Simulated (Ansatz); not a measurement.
**LiF (Griceite) under changes of volume**

One of the cells (8.169 Å³/atom); the others are scaled copies at fixed shape and fractional positions:

```xyz
2
Lattice="0.0000 2.0140 2.0140 2.0140 0.0000 2.0140 2.0140 2.0140 0.0000" Properties=species:S:1:pos:R:3 pbc="T T T"
F     2.0140    2.0140    2.0140
Li    0.0000    0.0000    0.0000
```

* Program: Ansatz 0.2.0
* Functional: r2SCAN
* Potentials or basis: Ansatz PAW
* Cutoff: 500 eV (not typed: the program's choice for these potentials)
* k mesh: 11 × 11 × 11
* Occupations: fermi-dirac, width 0.05 eV
* Spin: no spin polarisation

```csv
volume (Å³/atom),energy over the lowest point (meV/atom),pressure (GPa),gap on the mesh (eV)
7.679,2.10,2.8,10.66
7.842,0.18,1.0,10.45
8.006,0.00,-0.6,10.25
8.169,1.38,-2.1,10.06
8.333,?,?,?
8.496,8.19,-4.5,9.70
8.659,13.35,-5.6,9.54
```

Question: What does the run at 8.333 Å³/atom give?

Answer: Energy over the lowest point 4.14 meV/atom; pressure -3.4 GPa; gap on the mesh 9.88 eV.

Worked out: A Birch-Murnaghan fit of order 3 (a polynomial in V^(-2/3)) to the other rows has its minimum at 7.94 Å³/atom with B0 = V·E''(V) = 77 GPa and B' = 4.2. It gives 4.17 meV/atom at 8.333 Å³/atom, against the run's 4.14, and -dE/dV = -3.4 GPa, against -3.4. A straight line through the other rows of the gap, of slope -9.32 eV per unit of ln V (its deformation potential), gives 9.89 eV, against the run's 9.88.

Energies are extrapolated to zero smearing.

Caveats: odd divisions of the mesh miss points on the zone boundary, where band edges often lie, so the gap on the mesh can be too wide; the PAW data sets come from PBE, with cores solved anew for the run's functional, which leaves a small shift of forces and pressure.

A mesh can miss the band edges.
